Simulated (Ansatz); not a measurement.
Born–Oppenheimer molecular dynamics of a periodic cell of 17 atoms, Mo16H (host Mo, host structure bcc, interstitial H). It starts from a relaxed structure.

Theory: DFT PBE, scalar-relativistic, plane waves, PAW (Ansatz 0.2.0). Settings: accuracy low, cutoff 420 eV, k mesh 3x3x3, fermi-dirac smearing 0.05 eV, no spin polarisation.

- ensemble: NVT, Langevin thermostat
- time step: 0.5 fs
- steps asked: 200
- set temperature: 2400 K
- friction: 0.5 /fs
- seed: 337697

Frames 1 fs apart, positions in Å.

Velocities at 30.0 fs (Å/ps):

```
Mo 7.52 -4.06 -4.40
Mo -5.30 -5.92 -7.07
Mo -3.76 2.31 0.19
Mo 0.27 10.34 -0.38
Mo -1.49 -2.98 -2.77
Mo -6.83 -0.05 4.67
Mo -3.37 -4.32 -10.12
Mo -3.21 1.63 5.38
Mo 3.28 -6.73 -6.71
Mo 2.07 1.88 0.06
Mo -4.09 -4.21 6.14
Mo 0.74 -1.60 -5.42
Mo 6.96 8.61 -9.42
Mo 3.11 3.78 -7.95
Mo 5.92 -0.55 -1.17
Mo 4.18 1.42 6.31
H 36.04 -70.12 9.74
```

```xyz
17
Lattice="6.3000 0.0000 0.0000 0.0000 6.3000 0.0000 0.0000 0.0000 6.3000" Properties=species:S:1:pos:R:3 time_fs=30.0 energy_less_start_eV=0.583 T=2870
Mo -0.035 -0.055 0.014
Mo 3.163 -0.106 0.061
Mo -0.028 3.154 0.016
Mo -0.056 0.052 3.163
Mo 1.596 1.552 1.623
Mo 3.151 3.203 -0.002
Mo 3.093 -0.038 3.166
Mo 4.664 1.618 1.537
Mo -0.030 3.134 3.135
Mo 1.560 4.766 1.518
Mo 1.591 1.655 4.675
Mo 3.161 3.218 3.081
Mo 4.745 4.806 1.556
Mo 4.683 1.619 4.737
Mo 1.616 4.662 4.700
Mo 4.768 4.700 4.712
H 0.901 0.067 4.864
17
Lattice="6.3000 0.0000 0.0000 0.0000 6.3000 0.0000 0.0000 0.0000 6.3000" Properties=species:S:1:pos:R:3 time_fs=31.0 energy_less_start_eV=0.619 T=2758
Mo -0.030 -0.057 0.009
Mo 3.160 -0.113 0.058
Mo -0.031 3.156 0.013
Mo -0.058 0.061 3.163
Mo 1.597 1.551 1.624
Mo 3.146 3.203 0.002
Mo 3.089 -0.042 3.156
Mo 4.663 1.617 1.543
Mo -0.028 3.126 3.131
Mo 1.561 4.767 1.516
Mo 1.589 1.652 4.680
Mo 3.160 3.216 3.076
Mo 4.751 4.816 1.546
Mo 4.686 1.624 4.730
Mo 1.623 4.663 4.700
Mo 4.771 4.701 4.717
H 0.924 -0.006 4.855
17
Lattice="6.3000 0.0000 0.0000 0.0000 6.3000 0.0000 0.0000 0.0000 6.3000" Properties=species:S:1:pos:R:3 time_fs=32.0 energy_less_start_eV=0.668 T=2267
Mo -0.030 -0.059 0.004
Mo 3.162 -0.118 0.057
Mo -0.035 3.155 0.008
Mo -0.059 0.064 3.169
Mo 1.598 1.552 1.633
Mo 3.142 3.201 0.006
Mo 3.086 -0.049 3.150
Mo 4.667 1.616 1.550
Mo -0.030 3.120 3.127
Mo 1.566 4.763 1.514
Mo 1.589 1.651 4.683
Mo 3.155 3.216 3.076
Mo 4.758 4.825 1.536
Mo 4.689 1.634 4.725
Mo 1.623 4.661 4.703
Mo 4.773 4.697 4.719
H 0.950 -0.013 4.821
17
Lattice="6.3000 0.0000 0.0000 0.0000 6.3000 0.0000 0.0000 0.0000 6.3000" Properties=species:S:1:pos:R:3 time_fs=33.0 energy_less_start_eV=0.747 T=2586
Mo -0.030 -0.061 0.000
Mo 3.169 -0.119 0.059
Mo -0.038 3.150 0.001
Mo -0.059 0.068 3.174
Mo 1.598 1.555 1.642
Mo 3.133 3.207 0.015
Mo 3.086 -0.052 3.147
Mo 4.673 1.612 1.554
Mo -0.031 3.117 3.119
Mo 1.568 4.761 1.517
Mo 1.587 1.651 4.683
Mo 3.150 3.218 3.077
Mo 4.763 4.833 1.531
Mo 4.689 1.636 4.721
Mo 1.627 4.657 4.712
Mo 4.777 4.694 4.721
H 1.008 0.007 4.827
17
Lattice="6.3000 0.0000 0.0000 0.0000 6.3000 0.0000 0.0000 0.0000 6.3000" Properties=species:S:1:pos:R:3 time_fs=34.0 energy_less_start_eV=0.812 T=3260
Mo -0.030 -0.063 -0.002
Mo 3.176 -0.122 0.066
Mo -0.035 3.144 -0.004
Mo -0.054 0.071 3.178
Mo 1.597 1.554 1.643
Mo 3.124 3.212 0.023
Mo 3.089 -0.054 3.147
Mo 4.682 1.603 1.560
Mo -0.031 3.117 3.111
Mo 1.575 4.759 1.520
Mo 1.585 1.651 4.686
Mo 3.146 3.220 3.072
Mo 4.770 4.840 1.530
Mo 4.678 1.636 4.720
Mo 1.629 4.656 4.721
Mo 4.781 4.693 4.720
H 1.042 -0.021 4.777
17
Lattice="6.3000 0.0000 0.0000 0.0000 6.3000 0.0000 0.0000 0.0000 6.3000" Properties=species:S:1:pos:R:3 time_fs=35.0 energy_less_start_eV=0.963 T=2724
Mo -0.034 -0.067 -0.001
Mo 3.174 -0.124 0.071
Mo -0.034 3.137 -0.010
Mo -0.044 0.075 3.185
Mo 1.597 1.552 1.639
Mo 3.116 3.214 0.025
Mo 3.089 -0.057 3.151
Mo 4.689 1.593 1.563
Mo -0.027 3.116 3.106
Mo 1.585 4.756 1.518
Mo 1.581 1.655 4.693
Mo 3.144 3.222 3.071
Mo 4.775 4.844 1.530
Mo 4.675 1.640 4.721
Mo 1.635 4.657 4.726
Mo 4.787 4.692 4.714
H 1.050 -0.112 4.736
17
Lattice="6.3000 0.0000 0.0000 0.0000 6.3000 0.0000 0.0000 0.0000 6.3000" Properties=species:S:1:pos:R:3 time_fs=36.0 energy_less_start_eV=1.121 T=2045
Mo -0.032 -0.067 -0.003
Mo 3.170 -0.126 0.078
Mo -0.037 3.133 -0.013
Mo -0.040 0.081 3.193
Mo 1.596 1.552 1.635
Mo 3.108 3.217 0.022
Mo 3.088 -0.054 3.156
Mo 4.694 1.588 1.561
Mo -0.024 3.115 3.104
Mo 1.591 4.752 1.513
Mo 1.576 1.656 4.696
Mo 3.142 3.221 3.074
Mo 4.777 4.847 1.529
Mo 4.678 1.647 4.721
Mo 1.640 4.655 4.731
Mo 4.789 4.690 4.708
H 1.006 -0.179 4.662
17
Lattice="6.3000 0.0000 0.0000 0.0000 6.3000 0.0000 0.0000 0.0000 6.3000" Properties=species:S:1:pos:R:3 time_fs=37.0 energy_less_start_eV=1.189 T=1805
Mo -0.028 -0.066 -0.007
Mo 3.171 -0.125 0.080
Mo -0.033 3.129 -0.014
Mo -0.039 0.086 3.197
Mo 1.598 1.553 1.633
Mo 3.098 3.220 0.023
Mo 3.088 -0.052 3.158
Mo 4.700 1.586 1.556
Mo -0.021 3.114 3.100
Mo 1.596 4.749 1.508
Mo 1.573 1.658 4.699
Mo 3.140 3.218 3.075
Mo 4.774 4.849 1.532
Mo 4.678 1.656 4.719
Mo 1.643 4.652 4.734
Mo 4.785 4.689 4.703
H 0.948 -0.207 4.603
17
Lattice="6.3000 0.0000 0.0000 0.0000 6.3000 0.0000 0.0000 0.0000 6.3000" Properties=species:S:1:pos:R:3 time_fs=38.0 energy_less_start_eV=1.211 T=2310
Mo -0.026 -0.067 -0.010
Mo 3.172 -0.126 0.078
Mo -0.028 3.125 -0.012
Mo -0.038 0.092 3.194
Mo 1.595 1.555 1.629
Mo 3.089 3.223 0.024
Mo 3.091 -0.051 3.159
Mo 4.706 1.585 1.552
Mo -0.016 3.117 3.102
Mo 1.603 4.750 1.505
Mo 1.570 1.663 4.705
Mo 3.136 3.217 3.080
Mo 4.773 4.850 1.536
Mo 4.677 1.665 4.714
Mo 1.644 4.646 4.734
Mo 4.778 4.687 4.702
H 0.875 -0.213 4.565
17
Lattice="6.3000 0.0000 0.0000 0.0000 6.3000 0.0000 0.0000 0.0000 6.3000" Properties=species:S:1:pos:R:3 time_fs=39.0 energy_less_start_eV=1.274 T=2432
Mo -0.027 -0.066 -0.013
Mo 3.172 -0.122 0.076
Mo -0.025 3.118 -0.013
Mo -0.038 0.094 3.193
Mo 1.595 1.558 1.625
Mo 3.083 3.224 0.022
Mo 3.093 -0.055 3.161
Mo 4.716 1.579 1.548
Mo -0.016 3.122 3.108
Mo 1.610 4.751 1.506
Mo 1.568 1.670 4.706
Mo 3.132 3.217 3.086
Mo 4.775 4.850 1.537
Mo 4.675 1.669 4.712
Mo 1.648 4.638 4.735
Mo 4.766 4.690 4.703
H 0.786 -0.205 4.534
17
Lattice="6.3000 0.0000 0.0000 0.0000 6.3000 0.0000 0.0000 0.0000 6.3000" Properties=species:S:1:pos:R:3 time_fs=40.0 energy_less_start_eV=1.359 T=2263
Mo -0.029 -0.066 -0.015
Mo 3.176 -0.118 0.070
Mo -0.028 3.115 -0.013
Mo -0.035 0.093 3.196
Mo 1.596 1.561 1.618
Mo 3.078 3.222 0.018
Mo 3.095 -0.055 3.163
Mo 4.721 1.571 1.538
Mo -0.018 3.128 3.111
Mo 1.612 4.747 1.510
Mo 1.569 1.672 4.704
Mo 3.131 3.217 3.089
Mo 4.777 4.853 1.536
Mo 4.675 1.667 4.716
Mo 1.652 4.634 4.735
Mo 4.758 4.695 4.706
H 0.709 -0.189 4.529
17
Lattice="6.3000 0.0000 0.0000 0.0000 6.3000 0.0000 0.0000 0.0000 6.3000" Properties=species:S:1:pos:R:3 time_fs=41.0 energy_less_start_eV=1.209 T=2677
Mo -0.029 -0.062 -0.020
Mo 3.179 -0.114 0.066
Mo -0.034 3.113 -0.011
Mo -0.031 0.094 3.200
Mo 1.597 1.567 1.610
Mo 3.071 3.220 0.014
Mo 3.093 -0.053 3.162
Mo 4.723 1.569 1.530
Mo -0.026 3.135 3.115
Mo 1.613 4.741 1.511
Mo 1.571 1.673 4.701
Mo 3.127 3.211 3.087
Mo 4.778 4.854 1.535
Mo 4.675 1.667 4.720
Mo 1.658 4.629 4.736
Mo 4.755 4.698 4.711
H 0.698 -0.103 4.587
```

Of the whole run (100 fs, mean temperature of the second half 2501 K): A run of 0.1 ps of so small a system gives no equilibrium averages. The friction is so strong that the motion is overdamped, so the time scale means little. Limits of this set-up: coarse k mesh, odd electron count without spin, low accuracy level.

Run time: 10 min on 4 threads of AMD EPYC 9R45 96-Core Processor (Zen 5), with other jobs on the host, peak memory 1.6 GiB.
